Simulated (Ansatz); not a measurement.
# Squeezing Se (beta tin type)

```
CELL_PARAMETERS angstrom
-2.87788 2.87788 1.37020
2.87788 -2.87788 1.37020
2.87788 2.87788 -1.37020
ATOMIC_POSITIONS crystal
Se 0.62500 0.87500 0.75000
Se 0.37500 0.12500 0.25000
```

The cell comes from a relaxation on PAW files under the same functional, begun from a prototype that needn't be the stable phase.

Its volume is scaled, and at each volume shape and atoms are relaxed on PAW files; all methods then take that cell.

All numbers are PBE results (scalar-relativistic) from Ansatz 0.2.0, with a Γ-centred 16×16×16 k mesh, Fermi–Dirac smearing of 0.1 eV, no spin polarisation. Methods: LAPW: all electrons, basis error target 1 meV/atom; PAW: frozen-core files, cutoff 420 eV; crystal datasets: all electrons, by PAW datasets that the program makes for each cell; norm-conserving: pseudopotentials, cutoff 1170 eV; PAW (cutoff 600 eV): frozen-core files, cutoff 600 eV.

Energies are extrapolated to zero smearing and count from the unscaled cell; pressure is positive in compression; gaps take the mesh and a band path. No temperature or zero-point motion is included.

```
V/V0  V (Å³/atom)  P LAPW (GPa)  ΔE LAPW (eV/atom)  P PAW − LAPW (GPa)  ΔE PAW − LAPW (meV/atom)  space group  shortest distance (Å)
1.00        22.70         -0.01              0.000                0.00                       0.0     I4_1/amd                  2.740
0.92        20.88          6.19              0.032                0.01                       0.1     I4_1/amd                  2.729
0.84        19.07         16.29              0.154                0.01                       0.3     I4_1/amd                  2.678
0.76        17.25          31.5              0.420                0.01                       0.5     I4_1/amd                  2.616
0.68        15.43             ?              0.897                0.01                       0.7     I4_1/amd                  2.543
0.60        13.62          92.4              1.709                0.01                       0.9     I4_1/amd                  2.434
0.52        11.80         157.6              3.089                0.02                       1.1     I4_1/amd                  2.316
0.45        10.21         258.8              5.105                0.02                       1.3     I4_1/amd                  2.203
```

Question: Fill in "P LAPW (GPa)" for the row "0.68".

Answer: 54.6.

Question: Fit the Vinet equation to the LAPW pressures over the whole range, with residuals weighted by 1/(|P| + 0.03·Pmax).

Answer: V0 = 22.70 Å³/atom, B0 = 62.3 GPa and B0′ = 4.51, and the fit misses no point by more than 4 GPa. A fit over so wide a range pins B0 less well than one near rest.

Question: From the table, what is the rise of the enthalpy H = E + pV up to the last row, and how stiff is the crystal between the last two rows?

Answer: ΔH = 5.105 eV + (258.8 GPa × 10.21 Å³ + 0.01 GPa × 22.70 Å³) × 0.006242 eV/(GPa·Å³) = 21.60 eV/atom, of which pV makes 76 %. The mean bulk modulus there is −ΔP/Δln V = 700 GPa.

Question: At the smallest volume, how far do crystal datasets and norm-conserving and PAW (cutoff 600 eV) lie from LAPW in pressure?

Answer: crystal datasets: 0.00 GPa; norm-conserving: -0.87 GPa; PAW (cutoff 600 eV): -0.05 GPa, on a LAPW pressure of 258.8 GPa.
